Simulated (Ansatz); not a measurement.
Ni: relaxation of cell and atoms with PBEsol

Ni:

```
CELL_PARAMETERS angstrom
0.00000 1.73757 1.73757
1.73757 0.00000 1.73757
1.73757 1.73757 0.00000
ATOMIC_POSITIONS crystal
Ni 0.00000 0.00000 0.00000
```

```
Program             : Ansatz 0.2.0
Task                : relaxation of cell and atoms
Functional          : PBEsol
Potentials or basis : all-electron LAPW, scalar-relativistic
Basis error allowed : 0.001 eV/atom
k mesh              : 13 × 13 × 13
Occupations         : fermi-dirac, width 0.05 eV
Spin                : collinear spin, ferromagnetic start
Starting moments    : [1.0] μB
Target pressure     : 30 GPa
```

| Quantity | Value |
| --- | --- |
| Relaxed volume | 9.38 Å³/atom |
| Relaxed cell | a = 2.367 Å, b = 2.367 Å, c = 2.367 Å, α = 60.00°, β = 60.00°, γ = 60.00° |
| Space group after relaxing (to 0.05 Å) | Fm-3m (No. 225) |
| Energy change on relaxing (the enthalpy is what falls) | +84.0 meV/atom |
| Ionic steps | 6 |
| Pressure after relaxing | 30.0 GPa |
| Net moment | 0.62 μB per cell |
| Absolute moment | 0.69 μB per cell |
| Site moments | Ni +0.64 μB |

Step by step:
```
step  energy change (eV)  largest force (eV/Å)  volume (Å³)
   1              0.0000                0.0000        10.49
   2              0.0279                0.0000         9.78
   3              0.1001                0.0000         9.30
   4              0.0830                0.0000         9.39
   5              0.0840                0.0000         9.38
   6              0.0840                0.0000         9.38
```

Final structure:
```
CELL_PARAMETERS angstrom
0.00000 1.67392 1.67392
1.67392 0.00000 1.67392
1.67392 1.67392 0.00000
ATOMIC_POSITIONS crystal
Ni 0.00000 0.00000 0.00000
```

It took 24 s on 2 threads of Intel(R) Xeon(R) Platinum 8488C (Sapphire Rapids), on a shared host, peak memory 0.43 GiB.
